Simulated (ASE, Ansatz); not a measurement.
**Hcp Mg, size series (36 atoms), the geometry as built**

Hcp Mg (a = 3.209 Å, c = 5.211 Å), 3 x 3 x 2 conventional cells; every coordinate displaced by a Gaussian of 0.03 Å.

This is the geometry as built. Method: Kohn-Sham DFT, PBE, PAW (set soft_2), plane waves (Ansatz 0.2.0); cutoff 420 eV, Γ point, fermi-dirac smearing of 0.1 eV.

Cell vectors (Å):

```
9.627 0.000 0.000
-4.814 8.337 0.000
0.000 0.000 10.422
```

Positions (Å):

```
1 Mg -4.783 8.286 0.011
2 Mg -0.032 1.816 2.583
3 Mg 9.593 0.032 5.192
4 Mg 0.018 1.831 7.835
5 Mg 7.986 2.774 0.023
6 Mg -1.571 4.615 2.643
7 Mg -1.534 2.789 5.196
8 Mg -1.681 4.626 7.808
9 Mg 6.402 5.585 10.376
10 Mg -3.203 7.394 2.604
11 Mg -3.188 5.526 5.198
12 Mg -3.161 7.447 7.819
13 Mg 3.254 0.018 10.351
14 Mg 3.206 1.851 2.608
15 Mg -1.570 8.309 5.173
16 Mg 3.234 1.858 7.831
17 Mg 1.666 2.793 0.032
18 Mg 1.627 4.635 2.595
19 Mg 1.598 2.786 5.205
20 Mg 1.633 4.590 7.812
21 Mg 0.002 5.571 10.405
22 Mg 0.011 7.377 2.583
23 Mg -0.004 5.594 5.226
24 Mg -0.023 7.357 7.895
25 Mg 6.399 0.037 0.064
26 Mg 6.421 1.836 2.634
27 Mg 1.629 8.322 5.260
28 Mg 6.402 1.842 7.809
29 Mg 4.775 2.833 10.419
30 Mg 4.824 4.625 2.656
31 Mg 4.819 2.807 5.205
32 Mg 4.862 4.639 7.783
33 Mg 3.220 5.567 0.057
34 Mg 3.211 7.422 2.619
35 Mg 3.180 5.557 5.203
36 Mg 3.206 7.360 7.823
```

Q: Give the force on every atom.

Columns: atom, fx, fy, fz (forces in eV/Å).

```
1 -0.059 0.135 -0.021
2 0.075 0.055 0.027
3 0.078 -0.071 0.044
4 -0.039 0.021 -0.012
5 0.060 0.012 -0.038
6 -0.049 0.021 -0.066
7 -0.139 -0.019 0.045
8 0.172 0.004 0.016
9 0.065 -0.063 0.095
10 0.014 -0.005 -0.033
11 -0.019 0.072 0.045
12 -0.069 -0.076 -0.072
13 -0.061 -0.011 0.150
14 0.009 -0.002 -0.037
15 -0.047 0.053 0.086
16 -0.001 0.005 -0.056
17 -0.115 -0.066 -0.033
18 -0.018 -0.024 0.031
19 0.039 -0.024 0.012
20 -0.035 0.048 -0.003
21 -0.011 -0.025 0.052
22 0.003 0.054 0.035
23 0.029 -0.072 0.012
24 0.064 0.069 -0.152
25 0.048 -0.099 -0.070
26 0.003 0.032 0.013
27 -0.042 0.023 -0.051
28 0.036 0.003 0.030
29 0.078 -0.039 0.006
30 -0.019 0.012 -0.097
31 0.014 -0.050 0.037
32 -0.131 -0.013 0.049
33 -0.008 -0.001 -0.096
34 -0.015 -0.024 0.003
35 0.063 -0.014 0.010
36 0.028 0.080 0.038
```

Only the Γ point is sampled, in a cell whose shortest periodic width is 8 Å, which is coarse for a cell with partly filled levels.

The r.m.s. force component is 0.0575 eV/Å; the longest force, 0.179 eV/Å, acts on Mg24.

[Logs are printed without paths, hosts, clocks, repeated set-up lines and the standing remarks that a program may print on its own settings, such as how far it seeks lower states.]

[Hosts, paths, dates, database ids (printed as entryN), source tags and the programs' standing remarks are cut or masked in the printed files.]
